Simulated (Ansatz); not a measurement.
**SnSe: a sweep of one setting**

```
CELL_PARAMETERS angstrom
0.00000 3.01000 3.01000
3.01000 0.00000 3.01000
3.01000 3.01000 0.00000
ATOMIC_POSITIONS crystal
Sn 0.00000 0.00000 0.00000
Se 0.50000 0.50000 0.50000
```

Atom numbers follow the list: Sn1, Se2.

Conventional cell: a = 6.020 Å, b = 6.020 Å, c = 6.020 Å, α = 90.00°, β = 90.00°, γ = 90.00°. Sn (atom 1) has 6 Se at 3.01 Å as nearest neighbours. Se (atom 2) is surrounded by 6 Sn at 3.01 Å.

The cell is COD entry 9008725, as deposited and not checked against the literature; nothing was relaxed.

Spin–orbit coupling is left out, though it moves levels of the heavy atoms by tenths of an eV or more.

All numbers below come from DFT, PBE, all-electron LAPW, scalar-relativistic (Ansatz 0.2.0).

The runs use a Γ-centred 9×9×9 k mesh, Fermi–Dirac smearing of 0.02 eV, basis error target 0.25 meV/atom, no spin polarisation. One setting is then changed at a time.

```tsv
filling	energy at zero smearing less the base's (meV/atom)	P (GPa)	cutoff chosen (eV)
Fermi–Dirac 0.02 eV (base)	0.0	1.03	224
tetrahedron	0.0	–	224
cold 0.15 eV	0.0	1.02	224
Fermi–Dirac 0.01 eV	0.0	1.03	224
Fermi–Dirac 0.15 eV	1.7	0.98	224
Fermi–Dirac 0.28 eV	?	?	224
```

Question: Give the missing entry: row "Fermi–Dirac 0.28 eV", column "P (GPa)".

Answer: 0.91.

Question: What belongs in the row "Fermi–Dirac 0.28 eV", column "energy at zero smearing less the base's (meV/atom)"?

Answer: 10.8.
